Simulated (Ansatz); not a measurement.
The system is N.

```
N
1.0
     4.08406    0.00000    0.00000
     0.00000    4.08406    0.00000
     0.00000    0.00000    5.34591
N
4
Direct
  0.40428 0.59572 0.50000
  0.09572 0.09572 0.00000
  0.59572 0.40428 0.50000
  0.90428 0.90428 0.00000
```

Base run:

| Item | Value |
| --- | --- |
| Program | Ansatz 0.2.0 |
| Functional | HSE06 form with a typed share of exact exchange |
| Potentials or basis | Ansatz PAW |
| Cutoff | 420 eV (not typed: the program's choice for these potentials) |
| k mesh | 4 × 4 × 3 |
| Occupations | fermi-dirac, width 0.05 eV |
| Spin | no spin polarisation |

Its results: band gap on the k mesh 8.15 eV, indirect (least direct gap 8.35 eV); pressure -2.5 GPa; largest force 2.233 eV/Å.

**Question.** After a change of settings the same cell gave: band gap on the k mesh 9.44 eV, indirect (least direct gap 9.65 eV); pressure -2.9 GPa; largest force 2.601 eV/Å. Which change was it?
A. screening (1/å) from 0.6 to 0.3
B. screening (1/å) from 0.6 to 0.15
C. screening (1/å) from 0.6 to 0.2
D. screening (1/å) from 0.6 to 0.1

**Answer.** B.

Caveats: odd divisions of the mesh miss points on the zone boundary, where band edges often lie, so the gap on the mesh can be too wide; the PAW data sets come from PBE, with cores solved anew for the run's functional, which leaves a small shift of forces and pressure; forces of over 1 eV/Å show positions far from the minimum, so gaps and moduli don't describe the material at rest; the thresholds are loose for stress.
